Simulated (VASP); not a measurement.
# Ta: convergence, energy along a vibration (SMASS = -2)

Ta, atoms displaced along the mode, 2 atoms in the cell. PBE, energy along a line of displacements; PAW potentials Ta (PBE set). VASP 6.6.1.

Wanted: harmonic frequency within 1 %.

Mode: mode at H.

POSCAR:
```
Ta
1.0
    3.3025600000      0.0000000000      0.0000000000
    0.0000000000      3.3025600000      0.0000000000
    0.0000000000      0.0000000000      3.3025600000
Ta
2
Direct
   -0.0121118163      0.0000000000      0.0000000000
    0.5121118163      0.5000000000      0.5000000000

    0.0100000000   0.0000000000   0.0000000000
   -0.0100000000   0.0000000000   0.0000000000
```

The series start from k mesh: 6 × 6 × 6; Cutoff (eV): 300; Step along the mode (Å): 0.02; Electronic threshold (eV): 1e-7; Smearing width (eV): 0.15; Precision and projection: Accurate, reciprocal space. Each series keeps the choices made before it, and each single choice may use up half of a tolerance.

## k mesh

| k mesh | Harmonic frequency (THz) | Time (s) |
|---|---|---|
| 3 × 3 × 3 | 4.647 | 6.5 |
| 4 × 4 × 4 | 5.522 | 7.9 |
| 5 × 5 × 5 | 4.949 | 11 |
| 6 × 6 × 6 | 4.589 | 14 |
| 7 × 7 × 7 | 4.557 | 21 |
| 9 × 9 × 9 | 5.245 | 38 |
| 12 × 12 × 12 (reference) | 4.83 | 78 |

Chosen: 12 × 12 × 12; the next looser run is off by more than half of the tolerance, so convergence isn't shown beyond this value.

## Cutoff (eV)

| Cutoff (eV) | Harmonic frequency (THz) | Time (s) |
|---|---|---|
| 160 | 4.264 | 24 |
| 200 | 4.827 | 31 |
| 230 | 4.83 | 32 |
| 260 | 4.824 | 61 |
| 300 | 4.83 | 78 |
| 340 (reference) | 4.842 | 78 |

Chosen: 200, the loosest value from which every tighter one stays within half of the tolerance.

## Electronic threshold (eV)

| Electronic threshold (eV) | Harmonic frequency (THz) | Time (s) |
|---|---|---|
| 0.001 | 4.827 | 22 |
| 0.0001 | 4.827 | 24 |
| 1e-5 | 4.827 | 26 |
| 1e-6 | 4.827 | 29 |
| 1e-7 | 4.827 | 31 |
| 1e-8 (reference) | 4.827 | 38 |

Chosen: 0.001.

## Smearing width (eV)

| Smearing width (eV) | Harmonic frequency (THz) | Time (s) |
|---|---|---|
| 0.4 | 4.745 | 23 |
| 0.3 | 4.749 | 23 |
| 0.2 | 4.797 | 25 |
| 0.15 | 4.827 | 22 |
| 0.1 (reference) | 4.857 | 24 |

Chosen: 0.1; the next looser run is off by more than half of the tolerance, so convergence isn't shown beyond this value.

## Precision and projection

| Precision and projection | Harmonic frequency (THz) | Time (s) |
|---|---|---|
| Accurate, reciprocal space | 4.857 | 24 |
| Normal, reciprocal space | 4.858 | 18 |
| Normal, Auto | 4.861 | 33 |

Chosen: Normal, reciprocal space; it saves 6.9 s of 24, so Accurate, reciprocal space would do nearly as well.

## All choices together

| Input | Harmonic frequency (THz) | Time (s) |
|---|---|---|
| defaults on a coarse mesh (naive) | 4.627 | 1.1 |
| chosen settings | 4.858 | 18 |
| reference settings throughout | 4.884 | 85 |

The chosen settings stay within the tolerance of the reference run, but the reference itself isn't shown to be converged in: k mesh, Smearing width (eV).

## The input

INCAR:
```
  GGA = PE
  PREC = Normal
  ENCUT = 200
  EDIFF = 0.001
  ALGO = Normal
  LREAL = F
  LASPH = T
  ISMEAR = 1
  SIGMA = 0.1
  ISYM = 0
  LWAVE = F
  LCHARG = F
  IBRION = 0
  SMASS = -2
  POTIM = 1
  NSW = 9
  NELMIN = 4
  KPAR = 2
```

KPOINTS:
```
Automatic mesh
0
Gamma
  12 12 12
  0 0 0
```

Commands:
```
cat potpaw_PBE.64/Ta/POTCAR > POTCAR
mpirun -np 2 vasp_std > vasp.out
```

Limits: NELMIN = 4 forces that many electronic steps, so a loose EDIFF looks better here than it is.

The chosen input took VASP 6.6.1 18 s on 2 cores (Intel Xeon 6975P-C (Granite Rapids)), a shared host.

## An input that fails: POTIM multiplies the typed steps tenfold

It runs to its end, but against the unchanged starting input it is off by 639 % in the harmonic frequency.

Changes against the starting input:
```
- POTIM = 1
+ POTIM = 10
```
